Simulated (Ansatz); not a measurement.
Molecular dynamics on a 1×1×1 supercell (4 atoms) of CSi (ordering on diamond), relaxed with r2SCAN. Forces come from r2SCAN in Ansatz 0.2.0: constant energy and volume (NVE), velocities drawn at 2200 K, steps of 1.5 fs. Spin polarisation is off, nuclei are classical, and the run is far too short for thermal averages. The structure comes from a prototype and may be hypothetical.

```yaml
crystal:
  lattice:
    - [1.5415877827, 0.8900361213, 5.3212273245]
    - [-1.5415877827, 0.8900361213, 5.3212273245]
    - [0.0, -1.7800722426, 5.3212273245]
  atoms:
    - { symbol: C, position: [0.449191069, 0.449191069, 0.449191069] }
    - { symbol: Si, position: [0.9254740595, 0.9254740595, 0.9254740595] }
    - { symbol: Si, position: [0.0745259405, 0.0745259405, 0.0745259405] }
    - { symbol: C, position: [0.550808931, 0.550808931, 0.550808931] }
kpoints:
  mp_grid: { grid: [6, 6, 6] }
hamiltonian:
  xc: r2scan
scf:
  occupations: { method: fermi_dirac, width: 0.19 }
md:
  ensemble: nve
  temperature: 2200
  timestep: 1.5
  n_steps: 40
  initial_velocities: maxwell_boltzmann
  seed: 2944
```

Command: `ansatz run input.yaml --threads 4 --pin off --max-ram 3686MiB --backend cpu --events-out ev --progress --plain --runs-dir out`. It took 3 min on 4 threads of Arm Neoverse N1, with other jobs on the host; peak host memory 0.54 GiB.

```tsv
step	t (fs)	T (K)	free energy F from step 0 (meV/atom)	kinetic energy (meV/atom)	largest force (eV/Å)
0	0	2200	0.0	213.3	0.04
1	1.5	2115	8.3	205.1	0.95
2	3	1867	32.8	181.0	1.89
3	4.5	1507	68.1	146.1	2.71
4	6	1111	106.9	107.7	3.35
5	7.5	753	142.1	73.0	3.92
6	9	487	168.0	47.2	4.39
7	10.5	343	182.0	33.2	4.75
8	12	325	183.7	31.5	4.98
9	13.5	419	174.4	40.6	5.06
10	15	602	156.5	58.4	4.96
11	16.5	844	132.8	81.8	4.66
12	18	1108	107.0	107.4	4.17
13	19.5	1355	82.8	131.3	3.52
14	21	1546	64.1	149.9	2.76
15	22.5	1652	53.7	160.1	1.95
16	24	1657	53.3	160.6	1.60
17	25.5	1564	62.4	151.6	1.86
18	27	1393	79.1	135.1	2.18
19	28.5	1175	100.5	113.9	2.50
20	30	947	122.8	91.8	2.80
21	31.5	747	142.4	72.4	3.07
22	33	609	156.0	59.0	3.52
23	34.5	557	161.1	54.0	3.88
24	36	605	156.4	58.6	4.09
25	37.5	742	142.9	72.0	4.14
26	39	938	123.5	91.0	4.03
27	40.5	1140	103.6	110.5	3.80
28	42	1283	89.2	124.4	3.48
29	43.5	1314	86.1	127.4	3.12
30	45	1210	96.4	117.3	2.86
31	46.5	1004	116.9	97.3	3.86
32	48	783	139.0	75.9	4.60
33	49.5	648	152.5	62.8	4.88
34	51	660	151.2	64.0	4.65
35	52.5	807	136.5	78.3	4.05
36	54	1026	114.9	99.4	3.35
37	55.5	1245	93.3	120.7	2.83
38	57	1423	76.1	138.0	2.56
39	58.5	1542	64.6	149.5	2.44
40	60	1598	59.2	154.9	2.34
```

The temperature starts at 2200 K, is lowest at step 8 (325 K, 12 fs) and ends at 1598 K. The atoms start on their lattice sites with kinetic energy alone, so much of it first passes into potential energy. The conserved energy stays within 1.98 meV an atom. By the last step the atoms have moved 0.11 Å in the root mean square, the drift of the whole cell taken out, 0.14 Å at most.

Positions (Å) and forces (eV/Å) at step 40:
```
C    0.025  -0.110   7.201     0.460   1.363  -0.399
Si  -0.060   0.052  14.781     0.162   1.372  -0.006
Si   0.075  -0.057   1.150    -0.799  -0.671   1.489
C   -0.060   0.122   8.840     0.176  -2.065  -1.083
```
